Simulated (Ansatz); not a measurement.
`CC(=O)OB(Cl)Cl` + CH₃NH₂ → `CNB(Cl)Cl` + `CC(=O)O` at 700 K and 1 bar (ligand exchange at a B–O bond).

Gas-phase electronic energies from Ansatz, PBE0-D4/def2-TZVP geometries. CBS: MP2 limit from def2 TZ/QZ plus the TZ coupled-cluster correction, frozen cores. One conformer a species, not always the lowest.

| species | CCSD(T)/CBS energy (Eh) | H − E (kJ/mol) | S (J/(mol·K)) |
| --- | --- | --- | --- |
| `CC(=O)OB(Cl)Cl` | -1172.74575 | 236.0 | 505.7 |
| CH₃NH₂ | -95.75281 | 207.6 | 296.6 |
| `CNB(Cl)Cl` | -1039.64309 | 230.6 | 433.5 |
| `CC(=O)O` | -228.87529 | 215.3 | 365.4 |

H − E and S are ideal-gas, rigid-rotor, harmonic terms from PBE0-D4/def2-TZVP, for one conformer and one mirror image of each species. 1 Eh = 2625.50 kJ/mol, R = 8.31446 J/(mol·K).

**Question.** By hand: ΔE, ΔH, ΔS and ΔG.

**Answer.** ΔE = (-1039.64309) + (-228.87529) − (-1172.74575) − (-95.75281) = -0.01982 Eh = -52.0 kJ/mol. Δ(H − E) = 230.6 + 215.3 − 236.0 − 207.6 = 2.3, so ΔH = -49.7 kJ/mol. ΔS = 433.5 + 365.4 − 505.7 − 296.6 = -3.4 J/(mol·K). ΔG = -49.7 − 700 × (-3.4)/1000 = -47.3 kJ/mol.

**Question.** By hand: the equilibrium constant, and the temperature at which ΔG would vanish if ΔH and ΔS stayed fixed.

**Answer.** log₁₀ K = −ΔG/(RT ln 10) = 3.5. ΔG = 0 at ΔH/ΔS = 14618 K, far beyond where these terms or the molecules hold.

The number of gas molecules stays the same, so ΔS is small and ΔH decides. A doubt of 5 kJ/mol in ΔE shifts log₁₀ K by 0.4 here. Other conformers and mirror images would add mixing entropy, several J/(mol·K) or more a flexible species. Modes under 60 cm⁻¹, often nearly free rotors, make the harmonic entropy too high. These are equilibria of isolated gas molecules and say nothing of rates. Largest T1 diagnostic: 0.015 (customary marks: 0.02 for closed shells, 0.045 for open ones).
